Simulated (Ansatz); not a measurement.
# MnO2 (I4/m) in Ansatz: notebook, part 2 of 2

Ansatz 0.2.0.

### 3 Single point, PBE, collinear spin, ferromagnetic start

Contents of input.yaml:

```yaml
crystal:
  lattice:
    - [-4.9075, 4.9075, 1.4235]
    - [4.9075, -4.9075, 1.4235]
    - [4.9075, 4.9075, -1.4235]
  atoms:
    - { symbol: Mn, position: [0.83, 0.65, 0.48], spin: 4.0 }
    - { symbol: Mn, position: [0.65, 0.17, 0.82], spin: 4.0 }
    - { symbol: Mn, position: [0.17, 0.35, 0.52], spin: 4.0 }
    - { symbol: Mn, position: [0.35, 0.83, 0.18], spin: 4.0 }
    - { symbol: O, position: [0.458, 0.16, 0.618] }
    - { symbol: O, position: [0.16, 0.542, 0.702] }
    - { symbol: O, position: [0.542, 0.84, 0.382] }
    - { symbol: O, position: [0.84, 0.458, 0.298] }
    - { symbol: O, position: [0.205, 0.16, 0.365] }
    - { symbol: O, position: [0.16, 0.795, 0.955] }
    - { symbol: O, position: [0.795, 0.84, 0.635] }
    - { symbol: O, position: [0.84, 0.205, 0.045] }
hamiltonian:
  xc: pbe
  pseudopotentials: { kind: paw }
magnetization:
  spin_polarized: true
kpoints:
  mp_grid: { grid: [10, 10, 10] }
scf:
  occupations: { method: fermi_dirac, width: 0.05 }
output:
  forces: true
  stress: true
  eigenvalues: true
```

Potentials or basis: Ansatz PAW.

Started as:

```bash
> ansatz run input.yaml --threads 4 --pin off --max-ram 11264MiB --backend cpu --events-out ev --progress --plain --runs-dir out
```

The log of the run:

```text
Warning: RAYON_NUM_THREADS=4 ignored (pool sized by the plan → 4); use --threads N
basis.fft_grid_basis auto: the FFT boxes are laid along the combinations [[1, 1, 0], [0, 1, 0], [0, 0, 1]] of the cell's own vectors, 2.847, 7.085 and 7.085 Å long. The dense box has 20×48×48 points. Along the cell's own vectors, as sized, it would have 48×48×48, 2.40 times as many. Of the 8 symmetry operations that the crystal satisfies within crystal.symmetry.tolerance (time reversal apart; of a slab, those that keep its plane) the dense box along the cell's own vectors carries 8, and the one as laid loses 6 of those. basis.fft_grid_basis: typed keeps the cell's own vectors: state it where this run's energies or levels are differenced outside the engine with another run's, or held beside a run that keeps those vectors.
Engine: ansatz 0.2.0, aarch64-unknown-linux-gnu
Pseudopotentials: kind: paw
Pseudopotential: Mn, paw, valence charge 15, recommended cutoff 420 eV (normal), Mn.paw.azcp
Pseudopotential: O, paw, valence charge 6, recommended cutoff 420 eV (normal), O.paw.azcp
Functional definition: PBE
  parameter kappa = 0.804
  parameter beta = 0.06672455060314922
  exchange = pbe_x(kappa = kappa, mu = beta*pi^2/3)
  correlation = pbe_c(beta = beta)
Crystal: 12 atoms, lattice volume = 137.132 Å³
Basis set: ecut = 420 eV, 2673 PW (Γ), FFT grids on a1+a2, a2, a3, exchange–correlation on 40×96×96 points (8 copies of the dense FFT grid, shifted against one another)
Bands: 75, of which v1, the nominal top of the filled ones, is band 54 counted from 1 (53 counted from 0)
Symmetry: 8 space group operations
Space group: I4/m (ITA 87), of the structure as read, at distance tolerance 5.2e-5 Å
Magnetic group: BNS 87.75 (UNI 735), of the structure as read, at distance tolerance 5.2e-5 Å
k-points: 144 of 1000
Non-local potential: Mn, projectors of the file, l = 0: 3, l = 1: 2, l = 2: 3, l = 3: 1
Non-local potential: O, projectors of the file, l = 0: 2, l = 1: 2, l = 2: 1
PAW form: soft (Blöchl's): semilocal exchange-correlation on the pseudo side does not see the compensation charge
PAW one-centre angular grid: Mn, 590 points (default); XC on 64 Gauss nodes
PAW one-centre angular grid: O, 110 points (default); XC on 64 Gauss nodes
Initial density: superposition of atomic densities (chi_scale 0.1, normalization cell, long waves kept (reshape's long-wave potential 0.28 eV rms))
Starting moments: Σ|m| = 16 μB on 4 of 12 sites
Initial wavefunctions: pseudopotential atomic-orbital guess
Functional: x = pbe(κ = 0.804, μ = 0.2195149727645171), c = pbe(β = 0.06672455060314922)
SCF iter   1: F=—  HF=-20134.700692 eV  |F-HF|=—  |Δ(HF+E_count)|=         —  Δρ=7.02e-2 (↑4.77e-2 ↓7.02e-2)  dr2=8.43e0  dr2_m=2.53e0  M=11.999 μB ∫|m|=12.737 μB  β_m=0.30  ethr=3.10e-3  ⟨swp⟩=6.9  Hψ=87000  notcnv=0  defer=91
Mixer restart at iter 1: flushing history
preconditioner: auto → Resta (q_TF=auto, 2.622 Å⁻¹)  ε∞=6.3  [insulator: Δε(μ)=0.596 eV  Ē_g=12.040 eV  σ=0.050 eV  W_gap=0.99  n_scr=32 (ndim 8)  ℏωp=27.6 eV  f_vac=0.166  D(μ)=0.01/eV (n_scr^D=0)  ε∞_Penn≈6.3]
spin=Collinear: Resta preconditioning applied to the charge; magnetization (m = ρ↑ − ρ↓) channel mixes plain (no charge-response kernel on spin).
SCF iter   2: F=—  HF=-20135.067814 eV  |F-HF|=—  |Δ(HF+E_count)|=   3.67e-1  Δρ=4.51e-2 (↑3.85e-2 ↓4.51e-2)  dr2=2.72e0  dr2_m=1.60e0  M=12.000 μB ∫|m|=12.555 μB  β_m=0.53  ethr=3.10e-3  ⟨swp⟩=2.7  Hψ=39698  notcnv=0  defer=2441
[... 22 lines left out ...]
Harris-Foulkes:  -20134.983093 eV  (|F-HF|=3.81e-8)
Internal energy: -20134.983005 eV  (E = F + TS)
E sigma→0 (E₀):  -20134.983049 eV
Entropy (-TS):   -0.000088 eV (-0.007 meV/atom)
Fermi energy:    7.708881 eV
--- Per-component energies (eV) ---
  E_band       = -1530.284235
  E_kinetic    = 2599.116153
  E_local      = -16482.261709  (includes V_loc(G=0)·N_el)
  E_nonlocal   = 1333.628816
  E_hartree    = 6895.061027
  E_xc         = -1042.503906
  E_vxc        = -1332.091068  (∫ρ·V_xc dr)
  E_paw        = -6443.014601  (= ΣΔE_a)
  E_vpaw       = -1438.801551  (= ΣTr[D̂ρ^β])
  E_aug_tail   = 0.019282  (compensation charges beyond the density's cutoff)
  E_ewald      = -6995.028068
  E_smearing   = -0.000088  (= −TS)
  E_closure    = -0.000000  (closes the sum)
  Σ components = -20134.983093   (vs F -20134.983093, Δ=0.00e0)
--- Forces (eV/Å), atoms counted from 1 ---
  atom   1  Mn    -0.08744418     0.74450158     0.00000000
  atom   2  Mn    -0.74450158    -0.08744418     0.00000000
  atom   3  Mn     0.08744418    -0.74450158     0.00000000
  atom   4  Mn     0.74450158     0.08744418     0.00000000
  atom   5  O      0.29898115    -0.28615474     0.00000000
  atom   6  O      0.28615474     0.29898115     0.00000000
  atom   7  O     -0.29898115     0.28615474     0.00000000
  atom   8  O     -0.28615474    -0.29898115     0.00000000
  atom   9  O     -0.77159786    -0.58944214    -0.00000000
  atom  10  O      0.58944214    -0.77159786     0.00000000
  atom  11  O      0.77159786     0.58944214     0.00000000
  atom  12  O     -0.58944214     0.77159786     0.00000000
  max |Σ_I F_I| component: 2.22e-16 eV/Å
--- Stress (GPa, compression-positive) ---
        4.043187      -0.000001       0.000000
        0.000001       4.043187       0.000000
        0.000000       0.000000       5.335569
  P = ⅓ Tr σ = 4.4740 GPa (44.740 kbar)
--- Band table (eV; the first three rows and the last of 288) ---
  k-point 0 ↑: bands = ["-74.3920", "-74.3908", "-74.3831", "-74.3831", "-43.1452", "-43.1316", "-43.0982", "-43.0982", "-43.0835", "-43.0798", "-43.0636", "-43.0636", "-43.0194", "-43.0194", "-43.0167", "-43.0029", "-12.4923", "-11.9241", "-11.0925", "-11.0925", "-10.6262", "-10.3971", "-10.3971", "-10.3290", "0.3063", "0.3063", "0.5991", "0.7559", "1.2045", "1.5157", "1.5157", "1.5312", "1.9345", "1.9929", "2.5331", "2.5331", "2.6960", "3.2419", "3.7398", "3.7398", "4.0208", "4.0208", "4.2301", "4.4085", "5.0299", "5.0926", "5.4669", "5.5352", "5.5352", "5.8088", "5.8088", "5.9361", "5.9830", "5.9883", "6.1123", "6.1123", "6.6370", "6.6625", "6.6625", "7.3565", "9.0024", "9.1521", "9.1521", "9.9127", "10.1024", "10.1048", "10.1048", "10.7418", "14.0562", "16.9002", "17.3030", "17.3030", "18.6802", "19.2317", "19.7348"]
  k-point 1 ↑: bands = ["-74.3920", "-74.3908", "-74.3831", "-74.3831", "-43.1449", "-43.1320", "-43.0982", "-43.0982", "-43.0834", "-43.0799", "-43.0636", "-43.0635", "-43.0203", "-43.0194", "-43.0156", "-43.0030", "-12.4815", "-11.9413", "-11.0952", "-11.0922", "-10.6164", "-10.4033", "-10.3947", "-10.3252", "0.2905", "0.2968", "0.6029", "0.7537", "1.2277", "1.5132", "1.5150", "1.5226", "1.9376", "1.9940", "2.4795", "2.5490", "2.7883", "3.2180", "3.7271", "3.7394", "3.9665", "4.0603", "4.2597", "4.4352", "5.0283", "5.0546", "5.4389", "5.5369", "5.5576", "5.7077", "5.7622", "5.9602", "6.0224", "6.0308", "6.1081", "6.1545", "6.5018", "6.6759", "6.7911", "7.3517", "8.9026", "9.1468", "9.2656", "9.9141", "10.0814", "10.1017", "10.1244", "10.7181", "14.1062", "16.7734", "17.3163", "17.3829", "18.6722", "19.1413", "19.6486"]
  k-point 2 ↑: bands = ["-74.3919", "-74.3909", "-74.3831", "-74.3831", "-43.1440", "-43.1331", "-43.0982", "-43.0982", "-43.0831", "-43.0801", "-43.0635", "-43.0631", "-43.0217", "-43.0196", "-43.0137", "-43.0036", "-12.4499", "-11.9894", "-11.1016", "-11.0915", "-10.5912", "-10.4185", "-10.3882", "-10.3173", "0.2518", "0.2742", "0.6102", "0.7458", "1.2887", "1.5068", "1.5076", "1.5131", "1.9463", "1.9965", "2.4059", "2.5917", "2.9520", "3.1666", "3.6990", "3.7384", "3.8654", "4.1576", "4.3362", "4.4519", "4.9735", "5.0236", "5.3897", "5.5380", "5.5577", "5.5906", "5.6850", "5.9226", "6.0974", "6.1105", "6.1310", "6.2100", "6.3667", "6.7165", "6.9181", "7.3369", "8.7725", "9.1331", "9.4362", "9.9180", "10.0598", "10.0936", "10.1422", "10.6508", "14.2500", "16.4919", "17.3644", "17.5414", "18.6024", "19.0175", "19.4659"]
  k-point 143 ↓: bands = ["-71.2602", "-71.2602", "-71.2515", "-71.2501", "-40.1398", "-40.1398", "-40.0814", "-40.0769", "-40.0601", "-40.0601", "-40.0576", "-40.0398", "-39.9012", "-39.8831", "-39.8769", "-39.8769", "-12.0261", "-12.0261", "-11.3277", "-10.6433", "-10.3155", "-10.2220", "-10.2220", "-10.0852", "0.4919", "1.3471", "1.4025", "1.4025", "2.1058", "2.1058", "2.1728", "2.3150", "2.6146", "2.7361", "2.7361", "4.0900", "4.0900", "4.1434", "4.2420", "4.3286", "4.5644", "5.0589", "5.3814", "5.3814", "5.4051", "5.4051", "6.0452", "6.3160", "8.1562", "8.2694", "8.2694", "8.2951", "8.5011", "8.6392", "8.6818", "8.6818", "8.9352", "9.7412", "9.8038", "9.8038", "9.8271", "11.1441", "11.1441", "11.1718", "11.2709", "11.2709", "11.4462", "11.5064", "15.3802", "16.9438", "16.9438", "17.2197", "19.5650", "19.6685", "19.6685"]
```

Run time: 87 s. Hardware: 4 threads of Arm Neoverse V2, shared host; peak memory 2 GiB.

Results:

| Quantity | Value |
| --- | --- |
| Free energy | -20134.9831 eV |
| Pressure | 4.5 GPa |
| Largest force | 0.971 eV/Å |
| Band gap on the k mesh | 0.70 eV, indirect (least direct gap 0.76 eV) |
| Net moment | 12.00 μB per cell |
| Absolute moment | 12.26 μB per cell |
| Site moments | Mn +2.42; O +0.12, +0.04 μB |

Forces in eV/Å, atoms in the order of the input:
```
Mn  -0.087  0.745  0.000
Mn  -0.745 -0.087  0.000
Mn   0.087 -0.745  0.000
Mn   0.745  0.087  0.000
O    0.299 -0.286  0.000
O    0.286  0.299  0.000
O   -0.299  0.286  0.000
O   -0.286 -0.299  0.000
O   -0.772 -0.589  0.000
O    0.589 -0.772  0.000
O    0.772  0.589  0.000
O   -0.589  0.772  0.000
```

Levels at points of the mesh, in eV from the valence-band top:
Spin up:
```
              k point  band 58  band 59  band 60  band 61  band 62  band 63
   (0.00, 0.00, 0.00)    -0.69    -0.69     0.00     1.65     1.80     1.80
  (0.00, 0.00, -0.50)    -0.51    -0.17    -0.13     1.21     1.74     2.46
  (0.00, -0.50, 0.00)    -0.43    -0.30    -0.27     1.23     1.31     1.39
(-0.50, -0.50, -0.50)    -0.51    -0.03    -0.03     0.96     2.34     2.34
```
Spin down:
| k point | band 44 | band 45 | band 46 | band 47 | band 48 | band 49 | band 50 | band 51 | band 52 | band 53 |
| --- | --- | --- | --- | --- | --- | --- | --- | --- | --- | --- |
| (0.00, 0.00, 0.00) | -2.11 | -1.53 | -1.45 | -1.45 | -1.07 | 0.76 | 1.02 | 1.02 | 1.03 | 1.14 |
| (0.00, 0.00, -0.50) | -1.94 | -1.93 | -1.87 | -1.24 | -0.88 | 0.73 | 0.81 | 0.96 | 1.04 | 1.16 |
| (0.00, -0.50, 0.00) | -2.53 | -1.96 | -1.93 | -1.77 | -1.73 | 0.99 | 1.00 | 1.07 | 1.14 | 1.48 |
| (-0.50, -0.50, -0.50) | -1.98 | -1.95 | -1.95 | -1.31 | -1.04 | 0.80 | 0.91 | 0.91 | 0.94 | 1.14 |

Caveat: the magnetic or orbital state may not be the lowest; the pressure holds a Pulay correction of +0.7 GPa for the finite cutoff; only a ferromagnetic start was run, and an antiferromagnetic order may lie lower in energy.
